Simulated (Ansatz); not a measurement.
Au: from a trial structure to a relaxed crystal

Theory: DFT PBE, scalar-relativistic, plane waves, PAW in Ansatz 0.2.0. Cutoff 420 eV, Γ-centred k mesh, Gaussian smearing, no spin polarisation in the final step.

The start is a random cell of Au with space group P6_3/mcm (No. 193), drawn with lower limits on the distances.

```
CELL_PARAMETERS angstrom
5.77634 0.00000 0.00000
-2.88817 5.00246 0.00000
0.00000 0.00000 4.04969
ATOMIC_POSITIONS crystal
Au 0.00000 0.29514 0.25000
Au 0.00000 0.70486 0.75000
Au 0.29514 0.00000 0.25000
Au 0.29514 0.29514 0.75000
Au 0.70486 0.00000 0.75000
Au 0.70486 0.70486 0.25000
```

Cell and atoms relax at zero pressure; the relaxation can't lower the symmetry of the start. After a coarse first stage the cell is made exact in the group found at 0.06 Å.

Task: Which crystal results?

Result: It ends in P6_3/mmc (No. 194). The result has the hcp structure. Conventional cell: a = 2.913 Å, c = 4.897 Å. Au is coordinated by 12 Au at 2.91–2.97 Å.

```
Au
1.0
     2.91257    0.00000    0.00000
    -1.45629    2.52236    0.00000
     0.00000    0.00000    4.89725
Au
2
Direct
  0.66667 0.33333 0.75000
  0.33333 0.66667 0.25000
```

Task: What are its volume, density and gap?

Result: The volume per atom is 17.99 Å³, the density is 18.18 g/cm³ and the gap on the 21×21×12 mesh is 0 eV (a metal).

The final run used a 21×21×12 mesh on its 2-atom cell and 0.10 eV smearing. Spin–orbit coupling is left out. A structure relaxed within its symmetry needn't be a true minimum. The steps took about 120 core-seconds in all.